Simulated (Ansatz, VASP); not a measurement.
## BN: VASP beside Ansatz

Contents of INCAR:

```
SYSTEM = BN
ALGO = Fast ; EDIFF = 1E-7
ENCUT = 520 ; GGA = PS
ISIF = 2 ; ISMEAR = 0
LASPH = .True. ; LCHARG = .False.
LREAL = .False. ; LWAVE = .False.
NBANDS = 16 ; NELM = 100
PREC = Accurate ; SIGMA = 0.05
```

Contents of KPOINTS:

```
k-points
0
Gamma
  12 12 4
  0 0 0
```

POSCAR

```
BN
1.0
    2.5043488457      0.0000000000      0.0000000000
   -1.2521744229      2.1688297203      0.0000000000
    0.0000000000      0.0000000000      7.0190956742
B N
2 2
Direct
    0.3723029717      0.6951944219      0.2500000000
    0.7056363050      0.3618610885      0.7500000000
    0.3333333333      0.6666666667      0.7500000000
    0.6666666667      0.3333333333      0.2500000000
```

Input for Ansatz:

```yaml
crystal:
  lattice:
    - [2.5043488457, 0.0, 0.0]
    - [-1.2521744229, 2.1688297203, 0.0]
    - [0.0, 0.0, 7.0190956742]
  atoms:
    - { symbol: B, position: [0.3723029717, 0.6951944219, 0.25] }
    - { symbol: B, position: [0.705636305, 0.3618610885, 0.75] }
    - { symbol: "N", position: [0.3333333333, 0.6666666667, 0.75] }
    - { symbol: "N", position: [0.6666666667, 0.3333333333, 0.25] }
basis:
  ecutwfc: 420
kpoints:
  mp_grid: { grid: [12, 12, 4] }
hamiltonian:
  xc: pbesol
scf:
  occupations: { method: gaussian, width: 0.05 }
output:
  forces: true
  stress: true
  eigenvalues: true
```

Change from the starting cell: all B atoms moved +0.087 Å, as atom 1 along Cartesian [1 1 0].

Alike in both runs: task single point; functional PBEsol; k mesh 12 × 12 × 4; occupations gaussian, width 0.05 eV; no spin polarisation.

|  | VASP | Ansatz |
| --- | --- | --- |
| version | VASP 6.6.1 | Ansatz 0.2.0 |
| potentials or method | VASP PAW PBE potentials, release 64 (B, N) | scalar-relativistic, plane waves, PAW |
| plane-wave cutoff (eV) | 520 | 420 |
| valence electrons in the cell | 16 | 16 |

VASP gave:

```
gap on the k mesh at the Fermi level (eV)       : 4.09
least direct gap on the mesh (eV)               : 4.51
pressure (GPa)                                  : 3.0
largest component of the traceless stress (GPa) : 3.16
rms of the force components (eV/Å)              : 2.134
```

**Question.** What did Ansatz give for the same quantities?

**Answer.** gap on the k mesh at the Fermi level (eV): 4.10; least direct gap on the mesh (eV): 4.52; pressure (GPa): 2.8; largest component of the traceless stress (GPa): 2.77; rms of the force components (eV/Å): 2.135.

Atom by atom the forces differ by 0.001 eV/Å (rms over components). The functional is the same, so the differences come from potentials, cutoffs and numerics.

Caveats: the PAW data sets were made with another functional, which shifts forces and pressure a little (VASP); this functional lacks dispersion, which binds the layers, so the pressure and a relaxed spacing across them are unreliable. A k mesh can miss the band edges.
